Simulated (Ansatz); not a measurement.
Runs of Ansatz 0.2.0 on Sn. Symmetry: Immm, No. 71, orthorhombic system. Conventional cell: a = 3.453 Å, b = 3.551 Å, c = 4.677 Å, α = 90.00°, β = 90.00°, γ = 90.00°. Around Sn (site symmetry mmm) lie 12 Sn at 3.41 to 3.55 Å. This isn't the form of Sn at room conditions, which is tetragonal (white tin).

```tsv
task	level	potentials or basis	spin	cell	k mesh	cutoff (eV)	smearing	moments locked	other functionals evaluated on the density	optics k mesh	broadening	basis error allowed	other keys	gap on the mesh (eV)	pressure (GPa)	moment (μB)
single point	PBE	all-electron LAPW, scalar-relativistic	off	as given	8 × 8 × 8	142	fermi-dirac 0.03 eV	-	-	-	-	0.002 eV/atom	-	none	-1.2	-
projected density of states	RPBE	all-electron LAPW, non-relativistic	collinear, random start, moments held on the sites	as given	11 × 11 × 11	141	fermi-dirac 0.05 eV	each atom's moment, at its start value	-	-	-	0.002 eV/atom	-	-	-	0.21
single point	PBE+D3(BJ)+ATM	all-electron LAPW, scalar-relativistic	collinear, random start	as given	11 × 11 × 11	182	gaussian 0.1 eV	-	revPBE, LDA, PBEsol	-	-	0.00025 eV/atom	hamiltonian.pseudopotentials.lapw.basis_error = 0.00025	none	-2.9	0.00
optical spectrum	PBE	all-electron PAW datasets made for the crystal	off	as given	11 × 11 × 11	270	tetrahedron	-	-	16 × 16 × 16	0.15 eV	-	-	none	-	-
band structure	RPBE+D3(BJ)	all-electron LAPW, scalar-relativistic	collinear, ferromagnetic start	as given	11 × 11 × 11	154	methfessel-paxton 0.01 eV	-	-	-	-	0.001 eV/atom	-	-	-17.0	0.00
band structure	PBE+D3(BJ)	all-electron LAPW, scalar-relativistic	collinear, ferromagnetic start	cell strained at random at fixed volume	11 × 11 × 11	159	fermi-dirac 0.025 eV	-	-	-	-	0.001 eV/atom	-	-	-3.1	0.00
projected density of states	SVWN5	all-electron LAPW, scalar-relativistic	collinear, program default start	cell strained at random at fixed volume	11 × 11 × 11	163	gaussian 0.15 eV	-	-	-	-	0.001 eV/atom	-	-	-4.8	0.00
single point	PBE	all-electron LAPW, scalar-relativistic	off	as given	8 × 8 × 8	134	fermi-dirac 0.02 eV	-	-	-	-	0.003 eV/atom	-	none	-1.2	-
single point	PBE	all-electron LAPW, point nuclei	collinear, ferromagnetic start	as given	11 × 11 × 11	168	gaussian 0.15 eV	-	BLYP, RPBE, revPBE	-	-	0.0005 eV/atom	-	none	(a)	0.00
```

Problem. Estimate the missing entries.

Solution. (a) -1.0.

Caveats: spin-orbit coupling is left out, which moves the levels of the heavy elements (some runs); the starting moments weren't kept (some runs); pairwise dispersion overbinds metals, which lowers pressure and volume (some runs); the k mesh is thin for a metal, which can move the energy by tens of meV per atom (some runs); the SCF stop doesn't bound the stress (some runs); each atom's moment is held at its typed value, so this isn't a free magnetic state (some runs); relativity is left out, which matters for the heavier elements (some runs).

A k mesh can miss the band edges, and the runs leave out spin-orbit coupling on Sn.

A gap of «none» marks a metal or a gap under the smearing width.

The runs don't all hold the same shells in valence.
